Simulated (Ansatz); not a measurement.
Notes on NaH

```
Na H
1.0
     0.00000    2.43778    2.43778
     2.43778    0.00000    2.43778
     2.43778    2.43778    0.00000
Na H
1 1
Cartesian
  0.0000 0.0000 0.0000
  2.4378 2.4378 2.4378
```

The numbers come from plane-wave PAW DFT (Ansatz): r2SCAN, no spin polarisation, 500 eV, 9×9×9 Γ-centred k points, fermi-dirac occupations (width 0.1 eV). Nothing was relaxed.

Band edges: Within 0.7 eV of the edges, the states project mainly on H s (93 %) below the gap and on Na s (83 %) above it.
Electronic structure: The gap is 4.31 eV, indirect (the least direct gap found is 5.15 eV). A semilocal functional usually gives too small a gap.
Stress: The pressure is -1.1 GPa (compression positive), so with the atoms held at these fractions the cell would first shrink.
Formation energy: -0.29 eV an atom against the elements' usual phases (free molecules for gases, crystals otherwise, with no correction for O₂ or N₂), so it is bound against them; other compounds may still compete. Relaxing would lower it.

Origin: a database entry at a rescaled volume. Caveats: the mesh misses a band edge that the path finds.
